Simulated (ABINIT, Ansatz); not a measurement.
## BAs (F-43m): the LO frequency by hand

How high does the longitudinal optical mode of BAs (F-43m) lie, given the transverse one, the Born charge and ε∞?

Program: ABINIT 10.8.3. Level of theory: DFT LDA, scalar-relativistic, plane waves, PseudoDojo norm-conserving pseudopotentials. Results are calculated unless marked as measured.

### 1. Set-up

The structure is cubic, space group F-43m (No. 216). Conventional cell: a = 4.732 Å, b = 4.732 Å, c = 4.732 Å, α = 90.00°, β = 90.00°, γ = 90.00°. Nearest to B lie 4 As at 2.05 Å. As has 4 B at 2.05 Å nearest. Farther neighbours are not listed.

As a file:

```cif
data_structure
_symmetry_space_group_name_H-M 'P 1'
_symmetry_Int_Tables_number 1
_cell_length_a 3.3461
_cell_length_b 3.3461
_cell_length_c 3.3461
_cell_angle_alpha 60.000
_cell_angle_beta 60.000
_cell_angle_gamma 60.000
_cell_volume 26.49
loop_
_atom_site_label
_atom_site_type_symbol
_atom_site_fract_x
_atom_site_fract_y
_atom_site_fract_z
_atom_site_occupancy
B1 B 0.00000 0.00000 0.00000 1
As2 As 0.25000 0.25000 0.25000 1
```

This is the cell after its relaxation at this level of theory, not the database cell from which that began.

### 2. What the response run gave

A linear-response run on the relaxed cell, with the response to an electric field; only its zone-centre results are used. Cutoff 42 Ha, k mesh 8×8×8 with shifts.

Numbers of over 12 decimals in the logs are rounded to 6 here.

Output:

```text
[banners, grids, parts of the stress and lines that vanish by symmetry left out]
- input  file    -> dfpt_gamma.abi
- output file    -> dfpt_gamma.abo
- root for input  files -> dfpt_gammai
[...]
DATASET    1 : space group F-4 3 m (#216); Bravais cF (face-center cubic)
[...]
nfft =       64000          nkpt =        1024
[...]
DATASET    2 : space group F-4 3 m (#216); Bravais cF (face-center cubic)
[...]
nfft =       64000          nkpt =        1024
[...]
== DATASET  1 ==================================================================
[...]
cutoff_energies: {ecut:  42.0, pawecutdg:  -1.0, }
[...]
- 33.00000  15.00000  180309                  znucl, zion, pspdat
[...]
Perturbation : derivative vs k along direction   1
[...]
-ETOT  1  -60.893208335076     -6.089E+01 2.308E+00 0.000E+00
 ETOT  2  -61.047047089056     -1.538E-01 1.238E-01 0.000E+00
 ETOT  3  -61.050039325242     -2.992E-03 2.978E-03 0.000E+00
 ETOT  4  -61.050137829260     -9.850E-05 1.009E-04 0.000E+00
 ETOT  5  -61.050141987792     -4.159E-06 1.334E-05 0.000E+00
[...]
At SCF step   19   max residual=  9.99E-21 < tolwfr=  1.00E-20 =>converged.
[...]
Perturbation : derivative vs k along direction   2
[...]
-ETOT  1  -60.893208334710     -6.089E+01 2.308E+00 0.000E+00
[...]
At SCF step   19   max residual=  9.99E-21 < tolwfr=  1.00E-20 =>converged.
[...]
Perturbation : derivative vs k along direction   3
[...]
-ETOT  1  -60.893208334343     -6.089E+01 2.308E+00 0.000E+00
[...]
At SCF step   19   max residual=  9.99E-21 < tolwfr=  1.00E-20 =>converged.
[...]
1        1       1.4374100533   -0.0000000000
     1        2       0.7187050267   -0.0000000000
     1        3       0.7187050267    0.0000000000
     2        1       0.7187050267   -0.0000000000
     2        2       1.4374100533   -0.0000000000
     2        3       0.7187050267   -0.0000000000
     3        1       0.7187050267    0.0000000000
     3        2       0.7187050267   -0.0000000000
     3        3       1.4374100533   -0.0000000000
[...]
== DATASET  2 ==================================================================
[...]
cutoff_energies: {ecut:  42.0, pawecutdg:  -1.0, }
[...]
Perturbation : displacement of atom   1   along direction   1
[...]
-ETOT  1   7.832477     -2.370E+02 1.122E+00 2.257E+03
[...]
At SCF step    9       vres2   =  2.16E-11 < tolvrs=  1.00E-10 =>converged.
[...]
At SCF step    9       vres2   =  7.58E-11 < tolvrs=  1.00E-10 =>converged.
[...]
-ETOT  1   4.381996     -1.372E+02 3.227E+00 1.531E+04
[...]
ETOT  8   1.076420     -1.471E-09 3.349E-09 1.594E-08
 ETOT  9   1.076420     -6.892E-11 1.832E-10 7.835E-11
 At SCF step    9       vres2   =  7.83E-11 < tolvrs=  1.00E-10 =>converged.
[...]
Dielectric tensor, in cartesian coordinates,
[...]
1    4   1    4         9.6011285363        -0.0000000000
   1    4   2    4         0.0000000000        -0.0000000000
   1    4   3    4         0.0000000000        -0.0000000000
   2    4   1    4        -0.0000000000        -0.0000000000
   2    4   2    4         9.6011285363        -0.0000000000
   2    4   3    4        -0.0000000000        -0.0000000000
   3    4   1    4        -0.0000000000        -0.0000000000
   3    4   2    4         0.0000000000        -0.0000000000
   3    4   3    4         9.6011285363        -0.0000000000
  Effective charges, in cartesian coordinates,
[...]
1    1   1    4        -0.5381307051         0.0000000000
   2    1   1    4         0.0000000000         0.0000000000
   3    1   1    4        -0.0000000000         0.0000000000
   1    2   1    4         0.5381576333         0.0000000000
   2    2   1    4         0.0000000000         0.0000000000
[...]
Effective charges, in cartesian coordinates,
[...]
Rigid-atom elastic tensor , in cartesian coordinates,
[...]
Rigid-atom proper piezoelectric tensor, in cartesian coordinates,
[...]
2    4   2    6         0.0001021413         0.0000000000
   2    4   3    6         0.0000000000         0.0000000000
   3    4   1    5        -0.0000000000         0.0000000000
   3    4   2    5         0.0000000000         0.0000000000
   3    4   3    5         0.0000000000         0.0000000000
   3    4   1    6         0.0000000000         0.0000000000
   3    4   2    6        -0.0000000000         0.0000000000
   3    4   3    6         0.0001021409         0.0000000000
  Phonon wavevector (reduced coordinates) :  0.00000  0.00000  0.00000
 Phonon energies in Hartree :
[...]
Phonon frequencies in cm-1    :
-  1.287632E+00  1.287632E+00  1.287632E+00  7.003992E+02  7.003992E+02
-  7.003992E+02
  Phonon at Gamma, with non-analyticity in the
[...]
Phonon energies in Hartree :
[...]
Phonon frequencies in cm-1    :
-  1.287632E+00  1.287632E+00  1.287632E+00  7.003992E+02  7.003992E+02
-  7.046197E+02
  Phonon at Gamma, with non-analyticity in the
[...]
Phonon energies in Hartree :
[...]
Phonon frequencies in cm-1    :
-  1.287632E+00  1.287632E+00  1.287632E+00  7.003992E+02  7.003992E+02
-  7.046197E+02
  Phonon at Gamma, with non-analyticity in the
[...]
Phonon energies in Hartree :
[...]
Phonon frequencies in cm-1    :
-  1.287632E+00  1.287632E+00  1.287632E+00  7.003992E+02  7.003992E+02
-  7.046197E+02
[...]
fcart2     0.0000000000E+00  0.0000000000E+00  0.0000000000E+00
           strten2     0.0000000000E+00  0.0000000000E+00  0.0000000000E+00
================================================================================
```

| quantity | value |
| --- | --- |
| cell volume Ω (Å³) | 26.491 |
| mass of B (u) | 10.810 |
| mass of As (u) | 74.922 |
| Born charge of B, raw (e) | -0.538 |
| Born charge of As, raw (e) | 0.538 |
| ε∞ | 9.601 |
| ω(TO) after the sum rule (cm⁻¹) | 700.4 |

### 3. The calculation

The charges must sum to zero over the cell; taking off their mean, 0.000 e, leaves Z* = -0.538 e on B. In the polar mode B moves against As, so the reduced mass is μ = 10.81 × 74.92 / 85.73 = 9.447 u.

A longitudinal wave builds up a field that adds to the restoring force: ω(LO)² = ω(TO)² + 4π Z*² / (μ Ω ε∞), in Hartree atomic units. With μ = 17221 electron masses and Ω = 178.77 bohr³ the second term is 1.2312e-07 Ha², or 5931 cm⁻² (1 Ha = 219474.6 cm⁻¹).

So ω(LO) = √(490560 + 5931) = 704.6 cm⁻¹, and by the Lyddane-Sachs-Teller relation ε₀ = ε∞ (ω(LO)/ω(TO))² = 9.72.

### 4. Check against the program

The analysis program adds the same non-analytic term to the full matrix.

Output:

```text
[banners, grids, parts of the stress and lines that vanish by symmetry left out]
-outvars_anaddb: echo values of input variables ----------------------

 Flags :
[...]
Dielectric Tensor and Effective Charges
[...]
Effective charge tensors after
[...]
Phonon wavevector (reduced coordinates) :  0.00000  0.00000  0.00000
 Phonon energies in Hartree :
[...]
Phonon energies in meV     :
-  0.000000E+00  0.000000E+00  0.000000E+00  8.683841E+01  8.683841E+01
-  8.683841E+01
 Phonon frequencies in cm-1    :
-  0.000000E+00  0.000000E+00  0.000000E+00  7.003991E+02  7.003991E+02
-  7.003991E+02
 Phonon frequencies in Thz     :
-  0.000000E+00  0.000000E+00  0.000000E+00  2.099744E+01  2.099744E+01
-  2.099744E+01
 Phonon energies in Kelvin  :
-  0.000000E+00  0.000000E+00  0.000000E+00  1.007718E+03  1.007718E+03
-  1.007718E+03
[...]
-  1  0.00000000E+00  2.29306287E-07 -2.52957062E-03
-     0.00000000E+00  0.00000000E+00  0.00000000E+00
-  2  0.00000000E+00  2.29306388E-07 -2.52957173E-03
-     0.00000000E+00  0.00000000E+00  0.00000000E+00
[...]
-  1  2.58438686E-07 -2.52957061E-03 -2.29306288E-07
-     0.00000000E+00  0.00000000E+00  0.00000000E+00
-  2  2.58438799E-07 -2.52957172E-03 -2.29306388E-07
-     0.00000000E+00  0.00000000E+00  0.00000000E+00
[...]
-  1  2.52957062E-03  2.58438687E-07  0.00000000E+00
-     0.00000000E+00  0.00000000E+00  0.00000000E+00
-  2  2.52957173E-03  2.58438800E-07  0.00000000E+00
-     0.00000000E+00  0.00000000E+00  0.00000000E+00
[...]
-  1  2.21838516E-07 -1.25582630E-06  6.65913090E-03
-     0.00000000E+00  0.00000000E+00  0.00000000E+00
-  2  0.00000000E+00  1.81212547E-07 -9.60895686E-04
-     0.00000000E+00  0.00000000E+00  0.00000000E+00
[...]
-  1  3.18422301E-07  6.65913090E-03  1.25581569E-06
-     0.00000000E+00  0.00000000E+00  0.00000000E+00
-  2  0.00000000E+00 -9.60895685E-04 -1.81211016E-07
-     0.00000000E+00  0.00000000E+00  0.00000000E+00
[...]
-  1  6.65913101E-03 -3.18380459E-07 -2.21898562E-07
-     0.00000000E+00  0.00000000E+00  0.00000000E+00
-  2 -9.60895702E-04  0.00000000E+00  0.00000000E+00
-     0.00000000E+00  0.00000000E+00  0.00000000E+00
[...]
-     1         -0.000000     0.000000    -0.000000     0.000000
-     2          0.000000    -0.000000    -0.000000     0.000000
-     3          0.000000     0.000000     0.000000     0.000000
-     4         -0.000020     0.000115    -0.609484     0.609484
-     5         -0.000029    -0.609484    -0.000115     0.609484
-     6         -0.609484     0.000029     0.000020     0.609484
[...]
-   1     Real    0.0000E+00  0.0000E+00  0.0000E+00  0.0000E+00  0.0000E+00  0.0000E+00  0.0000E+00
[...]
-     0.00000000E+00  0.00000000E+00  0.00000000E+00
-  2  0.00000000E+00  2.29688819E-07 -2.52957173E-03
-     0.00000000E+00  0.00000000E+00  0.00000000E+00
[...]
Phonon at Gamma, with non-analyticity in the
[...]
Phonon energies in Hartree :
[...]
Phonon energies in meV     :
-  0.000000E+00  0.000000E+00  0.000000E+00  8.683841E+01  8.683841E+01
-  8.736172E+01
 Phonon frequencies in cm-1    :
-  0.000000E+00  0.000000E+00  0.000000E+00  7.003991E+02  7.003991E+02
-  7.046198E+02
 Phonon frequencies in Thz     :
-  0.000000E+00  0.000000E+00  0.000000E+00  2.099744E+01  2.099744E+01
-  2.112397E+01
 Phonon energies in Kelvin  :
-  0.000000E+00  0.000000E+00  0.000000E+00  1.007718E+03  1.007718E+03
-  1.013791E+03
[...]
Phonon at Gamma, with non-analyticity in the
[...]
Phonon energies in Hartree :
[...]
Phonon energies in meV     :
-  0.000000E+00  0.000000E+00  0.000000E+00  8.683841E+01  8.683841E+01
-  8.736172E+01
 Phonon frequencies in cm-1    :
-  0.000000E+00  0.000000E+00  0.000000E+00  7.003991E+02  7.003991E+02
-  7.046198E+02
 Phonon frequencies in Thz     :
-  0.000000E+00  0.000000E+00  0.000000E+00  2.099744E+01  2.099744E+01
-  2.112397E+01
 Phonon energies in Kelvin  :
-  0.000000E+00  0.000000E+00  0.000000E+00  1.007718E+03  1.007718E+03
-  1.013791E+03
[...]
-  1  5.26472412E-07 -2.52957058E-03  0.00000000E+00
-     0.00000000E+00  0.00000000E+00  0.00000000E+00
-  2  5.26477061E-07 -2.52957169E-03  0.00000000E+00
-     0.00000000E+00  0.00000000E+00  0.00000000E+00
[...]
-  1  2.52957056E-03  5.26470939E-07  2.95929683E-07
-     0.00000000E+00  0.00000000E+00  0.00000000E+00
-  2  2.52957167E-03  5.26466750E-07  2.95925393E-07
-     0.00000000E+00  0.00000000E+00  0.00000000E+00
[...]
-  1  1.20655023E-03  3.98804174E-03 -5.19459196E-03
-     0.00000000E+00  0.00000000E+00  0.00000000E+00
-  2 -1.74102135E-04 -5.75464299E-04  7.49566434E-04
-     0.00000000E+00  0.00000000E+00  0.00000000E+00
[...]
-  1  5.30159604E-03 -3.69570117E-03 -1.60589487E-03
-     0.00000000E+00  0.00000000E+00  0.00000000E+00
-  2 -7.65006851E-04  5.33280297E-04  2.31726554E-04
-     0.00000000E+00  0.00000000E+00  0.00000000E+00
[...]
Direction                     Dielectric constant
[...]
Elastic Tensor (clamped ion) (unit:10^2GP):
[...]
Elastic Tensor (relaxed ion) (unit:10^2GP):
[...]
Calculation of the tensor related to piezoelectric effetc
[...]
Proper piezoelectric constants (clamped ion) (unit:c/m^2)
[...]
Increase cutoff energy or k-points sampling.
[...]
Proper piezoelectric constants (relaxed ion) (unit:c/m^2)
[...]
0.00000000     -0.14122770      0.00000000
      0.00000000     -0.00000000     -0.14122776
-
```

| quantity | by hand | program |
| --- | --- | --- |
| ω(LO) (cm⁻¹) | 704.6 | 704.6 |
| ε₀ | 9.72 | 9.72 |

### 5. Results

| Quantity | Value |
| --- | --- |
| TO mode | 700.4 cm⁻¹ |
| LO mode | 704.6 cm⁻¹ |
| static dielectric constant | 9.717 |

In words: The LO mode of BAs (F-43m) lies at 705 cm⁻¹, 4 cm⁻¹ above the TO mode; the formula meets the program within 0.1 cm⁻¹, as it must for a cubic crystal with one polar mode. ω(LO)² − ω(TO)² goes with Z*²/ε∞: an error of 5 % in ε∞ would move the LO mode by 0.2 cm⁻¹, and semilocal functionals tend to overestimate ε∞. These are harmonic values at zero temperature, at the volume of this functional, for the structure held cubic; stability elsewhere in the zone is no part of this calculation.

[Host names and launcher messages were left out of these logs when they were recorded.]

[Logs are printed without paths, hosts, clocks, repeated set-up lines and the standing remarks that a program may print on its own settings, such as how far it seeks lower states.]

[Hosts, paths, dates, database ids (printed as entryN), source tags and the programs' standing remarks are cut or masked in the printed files.]
